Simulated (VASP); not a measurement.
**CaO in VASP: one cell, several levels of theory**

Aim: gap, levels, forces and stress of CaO in the rocksalt structure, under -4.0 % biaxial strain in x and y, free along z at fixed geometry. Runs: PBE, r2SCAN. The results are then set beside those of Ansatz 0.2.0 for the same cell.

Program: VASP 6.6.1. PAW datasets, plane waves. Spin-unpolarised throughout; all numbers are computed.

## 1. Starting point

The cell comes from an earlier relaxation with r2SCAN in another program, then strained, with the atoms relaxed again.

Space group I4/mmm (No. 139), tetragonal; a = 3.255 Å, c = 4.903 Å in the conventional setting, 12.99 Å³ an atom. Near Ca stand 6 O at 2.30–2.45 Å; near O stand 6 Ca at 2.30–2.45 Å.

Structure file:

Space group I4/mmm (No. 139). a = 3.255 Å, b = 3.255 Å, c = 4.903 Å, α = 90.00°, β = 90.00°, γ = 90.00°
```
atom  site  symmetry       x       y       z
  Ca    2a     4/mmm  0.0000  0.0000  0.0000
   O    2b     4/mmm  0.5000  0.5000  0.0000
```

## 2. PBE at this geometry

INCAR reads:

```
ENCUT = 520.000000
SIGMA = 0.020000
EDIFF = 1.00e-07
GGA = PE
PREC = Accurate
IBRION = -1
ISIF = 2
ISMEAR = -1
NBANDS = 15
NELM = 120
NSW = 0
LASPH = .TRUE.
LCHARG = .FALSE.
LWAVE = .FALSE.
LREAL = .FALSE.
```

KPOINTS reads:

```
KPOINTS created by Atomic Simulation Environment
0
Gamma
10 10 10
0 0 0
```

KPOINTS_OPT reads:

```
special points
7
Reciprocal
0.0000000000 0.0000000000 0.0000000000 1
0.5000000000 0.0000000000 0.5000000000 1
0.6250000000 0.2500000000 0.6250000000 1
0.3750000000 0.3750000000 0.7500000000 1
0.5000000000 0.5000000000 0.5000000000 1
0.5000000000 0.2500000000 0.7500000000 1
0.0000000000 0.5000000000 0.5000000000 1
```

POSCAR reads:

```
Ca O
 1.0000000000000000
     0.0000000000000000    2.3016481089999998    2.4512514325999999
     2.3016481089999998    0.0000000000000000    2.4512514325999999
     2.3016481089999998    2.3016481089999998    0.0000000000000000
 Ca  O
   1   1
Cartesian
  0.0000000000000000  0.0000000000000000  0.0000000000000000
  2.3016481089999998  2.3016481089999998  2.4512514325999994
```

The run uses the recommended PBE PAW datasets (16 valence electrons a neutral cell).

Run with:

```sh
$ mpirun -np 1 vasp_std
```

## 3. r2SCAN at this geometry

INCAR reads:

```
ENCUT = 520.000000
SIGMA = 0.010000
EDIFF = 1.00e-07
ALGO = Normal
METAGGA = R2SCAN
PREC = Accurate
IBRION = -1
ISIF = 2
ISMEAR = 0
NBANDS = 15
NELM = 120
NSW = 0
LASPH = .TRUE.
LCHARG = .TRUE.
LELF = .TRUE.
LWAVE = .FALSE.
LREAL = .FALSE.
```

KPOINTS is that of step 2.

KPOINTS_OPT is that of step 2.

POSCAR is that of step 2.

**Question.** What will these runs give? Wanted: for each run, gap; pressure; Ansatz: gap; Ansatz: pressure.

**Answer**, as computed:

| level | gap (eV) | pressure (GPa) | Ansatz: gap (eV) | Ansatz: pressure (GPa) |
| --- | --- | --- | --- | --- |
| PBE | 3.50 | 12.27 | 3.52 | 11.44 |
| r2SCAN | 4.04 | 10.47 | 4.07 | 9.08 |

**Reading.** The gap runs from 3.50 eV (PBE) to 4.04 eV (r2SCAN). At this one volume the pressure spans 10.5 GPa (r2SCAN) to 12.3 GPa (PBE): PBE wants the largest cell and r2SCAN the smallest. The two programs agree on the gap within 0.04 eV, far less than the spread between functionals. Each program uses its own PAW datasets and cutoff.
